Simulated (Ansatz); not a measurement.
The geometry is COD entry 9008875, unchecked; take it as a test cell.

SiC: DFT, PBEsol, PAW with Ansatz's default frozen-core files, scalar-relativistic (Ansatz 0.2.0).

Command: `ansatz run input.yaml --threads 1 --pin off --max-ram 6144MiB --backend cpu --events-out ev --progress --plain --runs-dir out` The run took 35 s on 1 thread of Intel(R) Xeon(R) 6975P-C (Granite Rapids), with other jobs on the host, peak memory 0.45 GiB.

```yaml
crystal:
  lattice:
    - [3.0759982064, 0.0, 0.0]
    - [-1.5379991032, 2.6638925888, 0.0]
    - [0.0, 0.0, 5.048]
  atoms:
    - { symbol: Si, position: [0.3333333333, 0.6666666667, 0.0] }
    - { symbol: Si, position: [0.6666666667, 0.3333333333, 0.5] }
    - { symbol: C, position: [0.3333333333, 0.6666666667, 0.385] }
    - { symbol: C, position: [0.6666666667, 0.3333333333, 0.885] }
kpoints:
  mp_grid: { grid: [15, 15, 8] }
  band_path:
    path:
      - [0.0, 0.0, 0.0]
      - [0.5, 0.0, 0.0]
      - [0.3333333333, 0.3333333333, 0.0]
      - [0.0, 0.0, 0.0]
      - [0.0, 0.0, 0.5]
      - [0.5, 0.0, 0.5]
      - [0.3333333333, 0.3333333333, 0.5]
      - [0.0, 0.0, 0.5]
      - [0.5, 0.0, 0.5]
    npoints: 14
scf:
  occupations: { method: fermi_dirac, width: 0.08 }
hamiltonian:
  xc: pbesol
  pseudopotentials: { kind: paw }
output:
  forces: true
  stress: true
  eigenvalues: true
  efg: { contact_densities: true }
  populations: true
  bader: true
  dos: { projected: true, de: 0.2, e_range: [-14, 8] }
  write_density: true
  write_potential: true
  elf: true
  volumetric_format: npy
```

Output:

```
Engine: ansatz 0.2.0
Pseudopotentials: kind: paw
Pseudopotential: Si, paw, valence charge 4, recommended cutoff 420 eV (normal)
Pseudopotential: C, paw, valence charge 4, recommended cutoff 420 eV (normal)
Functional definition: PBEsol
  exchange = pbesol_x
  correlation = pbesol_c
Crystal: 4 atoms, lattice volume = 41.364 Å³
Basis set: ecut = 420 eV, 785 PW (Γ), exchange–correlation on 48×48×72 points (8 copies of the dense FFT grid, shifted against one another)
Bands: 12, of which v1, the nominal top of the filled ones, is band 8 counted from 1 (7 counted from 0)
Symmetry: 12 space group operations
Space group: P63mc (ITA 186), of the structure as read, at distance tolerance 3.5e-5 Å
k-points: 135 of 1800 (time reversal used)
Non-local potential: Si, projectors of the file, l = 0: 2, l = 1: 2, l = 2: 2
Non-local potential: C, projectors of the file, l = 0: 2, l = 1: 2, l = 2: 1
PAW form: soft (Blöchl's): semilocal exchange-correlation on the pseudo side does not see the compensation charge
PAW frozen core: Si, regenerated for the run's functional, and the local potential with it (the file was generated under x = pbe(κ = 0.804, μ = 0.2195149727645171), c = pbe(β = 0.06672455060314922))
PAW frozen core: C, regenerated for the run's functional, and the local potential with it (the file was generated under x = pbe(κ = 0.804, μ = 0.2195149727645171), c = pbe(β = 0.06672455060314922))
PAW one-centre angular grid: Si, 110 points (default); XC on 64 Gauss nodes
PAW one-centre angular grid: C, 110 points (default); XC on 64 Gauss nodes
Initial density: superposition of atomic densities (neutral atoms: chi_scale 0, normalization atom), corrected by the library's trained network
Initial wavefunctions: pseudopotential atomic-orbital guess
Functional: x = pbesol(κ = 0.804, μ = 0.12345679012345678), c = pbesol(β = 0.046)
SCF iter   1: F=—  HF=-1737.379046 eV  |F-HF|=—  |Δ(HF+E_count)|=         —  Δρ=8.40e-3  dr2=3.57e-2  ethr=1.77e-3  ⟨swp⟩=5.1  Hψ=10566  notcnv=0
preconditioner: auto → none  [insulator: Δε(μ)=2.052 eV  Ē_g=11.795 eV  σ=0.080 eV  W_gap=1.00  n_scr=2 (ndim 8)  ℏωp=23.1 eV  f_vac=0.000  D(μ)=0.00/eV (n_scr^D=0)  ε∞_Penn≈4.8]
SCF iter   2: F=—  HF=-1737.369172 eV  |F-HF|=—  |Δ(HF+E_count)|=   9.87e-3  Δρ=2.38e-3  dr2=1.88e-3  ethr=2.23e-4  ⟨swp⟩=2.7  Hψ=4019  notcnv=0
SCF iter   3: F=—  HF=-1737.368657 eV  |F-HF|=—  |Δ(HF+E_count)|=   5.15e-4  Δρ=7.58e-4  dr2=1.72e-4  ethr=1.18e-5  ⟨swp⟩=2.0  Hψ=2478  notcnv=0
SCF iter   4: F=—  HF=-1737.368652 eV  |F-HF|=—  |Δ(HF+E_count)|=   4.70e-6  Δρ=1.10e-4  dr2=2.48e-6  ethr=1.07e-6  ⟨swp⟩=2.0  Hψ=2698  notcnv=0
SCF iter   5: F=—  HF=-1737.368660 eV  |F-HF|=—  |Δ(HF+E_count)|=   7.63e-6  Δρ=9.38e-6  dr2=3.06e-8  ethr=1.55e-8  ⟨swp⟩=2.0  Hψ=2704  notcnv=0
SCF iter   6: F=-1737.368660 eV  HF=-1737.368660 eV  |F-HF|=3.22e-10  |Δ(HF+E_count)|=   6.41e-9  Δρ=2.70e-6  dr2=1.78e-9  ethr=1.92e-10  ⟨swp⟩=5.6  Hψ=9154  notcnv=0
SCF 1 converged in 6 iterations: F = -1737.368660 eV  dr2 = 1.78e-9
  greatest PAW one-centre occupation: 0.644 electrons in one spin orbital (limit 2), on the C atom at site 3 (counted from 0), in its partial waves of l = 0
NSCF: frozen V_eff on 113 k-points
SCF converged after 6 iterations
Free energy (F): -1737.368660 eV
Harris-Foulkes:  -1737.368660 eV  (|F-HF|=3.22e-10)
Internal energy: -1737.368660 eV  (E = F + TS)
E sigma→0 (E₀):  -1737.368660 eV
Entropy (-TS):   -0.000000 eV (-0.000 meV/atom)
Fermi energy:    10.829425 eV
--- Per-component energies (eV) ---
  E_band       = 56.218280
  E_kinetic    = 270.809463
  E_local      = -209.797774  (includes V_loc(G=0)·N_el)
  E_nonlocal   = 103.963933
  E_hartree    = 64.143781
  E_xc         = -209.347626
  E_vxc        = -218.435387  (∫ρ·V_xc dr)
  E_paw        = -1188.674688  (= ΣΔE_a)
  E_vpaw       = -18.609259  (= ΣTr[D̂ρ^β])
  E_aug_tail   = 0.000028  (compensation charges beyond the density's cutoff)
  E_ewald      = -568.571100
  E_core_change = 0.105322  (= ΣΔE_core)
  E_smearing   = -0.000000  (= −TS)
  E_closure    = 0.000000  (closes the sum)
  Σ components = -1737.368660   (vs F -1737.368660, Δ=0.00e0)
--- Forces (eV/Å), atoms counted from 1 ---
  atom   1  Si    -0.00000000     0.00000000     0.74726682
  atom   2  Si    -0.00000000    -0.00000000     0.74726682
  atom   3  C     -0.00000000     0.00000000    -0.74726845
  atom   4  C      0.00000000     0.00000000    -0.74726845
  max |Σ_I F_I| component: 3.25e-6 eV/Å
--- Stress (GPa, compression-positive) ---
        1.886687       0.000000      -0.000000
        0.000000       1.886687       0.000000
       -0.000000       0.000000      -2.990085
  P = ⅓ Tr σ = 0.2611 GPa (2.611 kbar)
--- PAW observables at the nuclei: V_zz in 10²¹ V/m², potentials from the cell's mean, atoms counted from 1 ---
  atom   1  Si V_zz =    +1.660609   η = 0.0000   by run symmetry: allowed
            electrostatic potential = -1362.111980 V   contact ρ = 12757.803306 e/Å³
  atom   2  Si V_zz =    +1.660609   η = 0.0000   by run symmetry: allowed
            electrostatic potential = -1362.111980 V   contact ρ = 12757.803306 e/Å³
  atom   3  C  V_zz =    +0.238820   η = 0.0000   by run symmetry: allowed
            electrostatic potential = -418.409193 V   contact ρ = 859.803601 e/Å³
  atom   4  C  V_zz =    +0.238820   η = 0.0000   by run symmetry: allowed
            electrostatic potential = -418.409193 V   contact ρ = 859.803601 e/Å³
--- Band table (eV; the first three rows and the last of 135) ---
  k-point 0: bands = ["-6.0214", "-2.4842", "0.9653", "8.1596", "8.1596", "9.4453", "9.4453", "9.7185", "14.2788", "15.6743", "16.1538", "16.1538"]
  k-point 1: bands = ["-5.9450", "-2.8071", "1.4147", "8.2017", "8.2017", "9.2581", "9.3882", "9.3882", "14.3489", "16.0230", "16.1768", "16.1768"]
  k-point 2: bands = ["-5.7171", "-3.4812", "2.4644", "8.1376", "8.3244", "8.3244", "9.2301", "9.2301", "14.5578", "16.2707", "16.2707", "16.4977"]
  k-point 134: bands = ["-1.1598", "-1.1598", "1.7506", "1.7506", "3.7987", "3.7987", "7.9620", "7.9620", "14.4545", "14.4545", "15.5634", "15.5634"]
--- Löwdin populations: 4 sites ---
  site symbol       q [e]
     0     Si      2.9392
     1     Si      2.9392
     2      C      4.9811
     3      C      4.9811
  spilling = 0.009964 (of n_electrons = 16.000000)
--- Bader charges: 4 sites ---
  site symbol  charge [e]  shift [e]
     0     Si      2.7579     0.0162
     1     Si      2.7579     0.0162
     2      C     -2.7579     0.0162
     3      C     -2.7579     0.0162
  estimated error of the sums over rays = 5.9e-4 e
```

populations.tsv:

```
# site	symbol	l	j	q
# orbitals = lowdin
# n_electrons = 16.000000
# spilling = 0.009964
0	Si	0_3S	-	0.906362
0	Si	1_3P	-	2.032870
1	Si	0_3S	-	0.906362
1	Si	1_3P	-	2.032870
2	C	0_2S	-	1.155896
2	C	1_2P	-	3.825158
3	C	0_2S	-	1.155896
3	C	1_2P	-	3.825158
```

bader_charges.tsv:

```
# site	symbol	x_ang	y_ang	z_ang	partial_charge_e	electrons	volume_ang3	relative_density_drop	shared_charge_e	partial_wave_shift_e
# quadrature_error_electrons = 5.9e-4
0	Si	0.0000	1.7759	0.0000	2.75787	11.24213	4.67	-	2.75787	0.01625
1	Si	1.5380	0.8880	2.5240	2.75787	11.24213	4.67	-	2.75787	0.01625
2	C	0.0000	1.7759	1.9435	-2.75788	8.75788	16.01	-	-2.75788	0.01625
3	C	1.5380	0.8880	4.4675	-2.75787	8.75787	16.01	-	-2.75787	0.01625
```
